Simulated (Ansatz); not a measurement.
Stiffness of compounds in space group P6_3/mmc

Theory: Ansatz 0.2.0, DFT, PBE, all-electron LAPW, scalar-relativistic.

All compounds have space group P6_3/mmc with 2 atoms in the primitive cell. V0, B0 and B0′ come from third-order Birch–Murnaghan fits to pressures at five volumes, with shape and internal coordinates held; prototypes and MP cells needn't be known phases. Spin-polarised runs start from parallel moments; other orders may lie lower.

Spin–orbit coupling is left out, though it moves levels of the heavy atoms by tenths of an eV or more.

Cl: Cl 2c (0.333 0.667 0.250); shape as in a = 3.67 Å, b = 3.67 Å, c = 3.92 Å, α = 90.00°, β = 90.00°, γ = 120.00°; hcp type, relaxed by us; 19×19×10 mesh, smearing 0.03 eV; no spin
Co: Co 2c (0.333 0.667 0.250); shape as in a = 2.52 Å, b = 2.52 Å, c = 4.09 Å, α = 90.00°, β = 90.00°, γ = 120.00°; COD 9011615, reported, may be off; 19×19×10 mesh, smearing 0.05 eV; polarised, ending at 3.3 μB
Sr: Sr 2c (0.333 0.667 0.250); shape as in a = 4.27 Å, b = 4.27 Å, c = 7.00 Å, α = 90.00°, β = 90.00°, γ = 120.00°; hcp type, relaxed by us; 11×11×6 mesh, smearing 0.08 eV; no spin
Au: Au 2d (0.333 0.667 0.750); shape as in a = 2.90 Å, b = 2.90 Å, c = 4.88 Å, α = 90.00°, β = 90.00°, γ = 120.00°; COD 1545302, reported; 14×14×8 mesh, smearing 0.03 eV; no spin
I: I 2c (0.333 0.667 0.250); shape as in a = 4.28 Å, b = 4.28 Å, c = 4.88 Å, α = 90.00°, β = 90.00°, γ = 120.00°; hcp type, relaxed by us; 15×15×8 mesh, smearing 0.05 eV; no spin
Ga: Ga 2c (0.333 0.667 0.250); shape as in a = 3.01 Å, b = 3.01 Å, c = 4.87 Å, α = 90.00°, β = 90.00°, γ = 120.00°; hcp type, relaxed by us; 18×18×10 mesh, smearing 0.05 eV; no spin

```
compound  V0 (Å³/atom)  B0 (GPa)  B0′  cell moment (μB)
      Cl         22.87        32  5.3                 –
      Co             ?         ?  4.6               3.3
      Sr         55.31        12  3.0                 –
      Au         18.02       136  5.8                 –
       I             ?        23  5.5                 –
      Ga         19.10        46  5.1                 –
```

(1) Fill in "V0 (Å³/atom)" for the row "Co".

(2) Fill in "V0 (Å³/atom)" for the row "I".

(3) Give the missing entry: row "Co", column "B0 (GPa)".

## Answers

(1) 10.86.

(2) 38.81.

(3) 211.
